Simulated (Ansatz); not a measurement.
P: do energies and stresses tell the same story?

The calculation used DFT r2SCAN, scalar-relativistic, plane waves, PAW (Ansatz).

Settings: cutoff 500 eV, Γ-centred mesh 16×16×16 on the computed 2-atom cell, Gaussian smearing of 0.10 eV; no spin polarisation.

Relaxed cell: Imma, a = 3.402 Å, b = 5.047 Å, c = 3.732 Å, α = 90.00°, β = 90.00°, γ = 90.00°, 2 atoms in the primitive cell. This form isn't the element's structure at ambient conditions.

Energies at zero smearing and pressures from the stress tensor, at volumes with shape and atoms relaxed:
```
V (Å³/atom) E − E(first) (meV/atom) P (GPa)
     15.057                     0.00     3.79
     15.537                    -8.31     1.77
     16.018                   -10.82     0.00
     16.498                    -8.78    -1.26
     16.979                    -3.45    -2.23
```

Check P = −dE/dV between neighbouring volumes, and get the bulk modulus from the pressures alone.

With 1 eV/Å³ = 160.2 GPa:
```tsv
middle V (Å³/atom)	−ΔE/ΔV (GPa)	mean P (GPa)
15.297	2.771	2.778
15.777	0.837	0.883
16.258	-0.680	-0.630
16.738	-1.777	-1.742
```

The two differ by 0.05 GPa at most. The mean of two end pressures misses the average over a step by about ΔV² P″/12, up to 0.04 GPa here; with that taken off 0.03 GPa remains, from the smearing term (the stress is the derivative of the free energy), the finite cutoff, the mesh or the relaxation's tolerance. Around V = 16.018 Å³/atom, the two neighbours give B = −V ΔP/ΔV = 16.018 × 3.03 / 0.961 = 50.4 GPa, against B0 = 49.3 GPa from the Birch–Murnaghan fit of the energies.

Cost: 6 runs of about 5.6 core-minutes in all, on Intel Xeon 6975P-C (Granite Rapids) (shared hosts).

Energies and stresses describe the same minimum and nearly the same stiffness. The mean pressure lies slightly above the energy slope in all four intervals, the sign expected when the pressure curve is convex. That convexity is the physical content of the data: each equal step in volume changes the pressure by less than the one before, so the phosphorus lattice softens as it expands. Short-range repulsion rises steeply on compression, while the restoring attraction weakens as the atoms separate.

Because shape and atomic positions relax, the bulk modulus measures the response to hydrostatic pressure, and strain can collect in the most compliant directions. In phosphorus these are probably the weaker contacts between directional p bonds rather than the bonds themselves, which would help explain the modest stiffness. The agreement supports the numerical consistency of the equation of state, but a minimum along this path doesn't exclude an instability towards a Peierls-type distortion that lowers the symmetry or enlarges the cell.
